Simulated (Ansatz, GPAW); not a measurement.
This is a calculation of FeO (Wuestite) for GPAW 26.7.0 (ASE script). 

The input run.py:

```python
from ase.dft.bandgap import bandgap
from ase.io import read, write
from ase.units import Bohr, GPa
from gpaw import GPAW, PW
from gpaw.elf import elf_from_dft_calculation

atoms = read('POSCAR')
atoms.set_initial_magnetic_moments([3.0, 0.0])

calc = GPAW(mode=PW(800),
            xc='PBE',
            kpts={'size': (11, 11, 11), 'gamma': True},
            occupations={'name': 'methfessel-paxton', 'order': 0, 'width': 0.011},
            nbands=17,
            convergence={'density': 1e-05, 'energy': 1e-05},
            maxiter=150,
            txt='gpaw.txt')
atoms.calc = calc
energy = atoms.get_potential_energy()
forces = atoms.get_forces()
stress = atoms.get_stress()
calc.write('gs.gpw')
write('result.traj', atoms)
print(f'Energy: {energy:.6f} eV')
print('Forces (eV/A):')
print(forces.round(4))
print('Stress (GPa):', (stress / GPa).round(3))
print('Moments:', calc.get_magnetic_moments().round(3))
print('Fermi level:', round(calc.get_fermi_level(), 4), 'eV')
print(f'Gap: {bandgap(calc)[0]:.4f} eV, direct: {bandgap(calc, direct=True)[0]:.4f} eV')

# fields on the real-space grid
write('density.cube', atoms, data=calc.get_pseudo_density() * Bohr**3)
write('potential.cube', atoms, data=calc.get_electrostatic_potential())
write('spin.cube', atoms, data=(calc.get_pseudo_density(spin=0) - calc.get_pseudo_density(spin=1)) * Bohr**3)
write('elf.cube', atoms, data=elf_from_dft_calculation(calc).data)
```

File POSCAR:

```
FeO
1.0
    0.0000000000      2.1554000000      2.1554000000
    2.1554000000      0.0000000000      2.1554000000
    2.1554000000      2.1554000000      0.0000000000
Fe O
1 1
Direct
    0.0000000000      0.0000000000      0.0000000000
    0.5000000000      0.5000000000      0.5000000000
```

Potentials or basis: GPAW PAW data sets (gpaw-data 1.2.1), pw.

Run with:

```console
$ OMP_NUM_THREADS=1 python run.py
```

Problem. Set up the same calculation for Ansatz 0.2.0. Potentials or basis there: all-electron LAPW, scalar-relativistic.

Solution. As run (cutoffs and basis follow the program's own potentials, and thresholds, step limits or extra output files can differ):

File input.yaml:

```yaml
crystal:
  lattice:
    - [0.0, 2.1554, 2.1554]
    - [2.1554, 0.0, 2.1554]
    - [2.1554, 2.1554, 0.0]
  atoms:
    - { symbol: Fe, position: [0.0, 0.0, 0.0], spin: 3.0 }
    - { symbol: O, position: [0.5, 0.5, 0.5] }
kpoints:
  mp_grid: { grid: [11, 11, 11] }
scf:
  occupations: { method: gaussian, width: 0.011 }
hamiltonian:
  xc: pbe
  pseudopotentials: { kind: all_electron, lapw: { basis_error: 0.001 } }
magnetization:
  spin_polarized: true
output:
  forces: true
  stress: true
  eigenvalues: true
```

Potentials or basis: all-electron LAPW, scalar-relativistic.

The run is started by

```bash
$ ansatz run input.yaml --threads 2 --pin off --max-ram 6144MiB --backend cpu --events-out ev --progress --plain --runs-dir out
```

Both were run:

|  | GPAW | Ansatz |
| --- | --- | --- |
| Pressure | 0.8 GPa | -0.4 GPa |
| Net moment | 4.00 μB per cell | 4.00 μB per cell |

Where Ansatz's input types no cutoff or centring, it takes its own default and a Γ-centred mesh.

The magnetic state is the one that the start led to; the real crystal's order can differ.

Pressure is positive in compression.
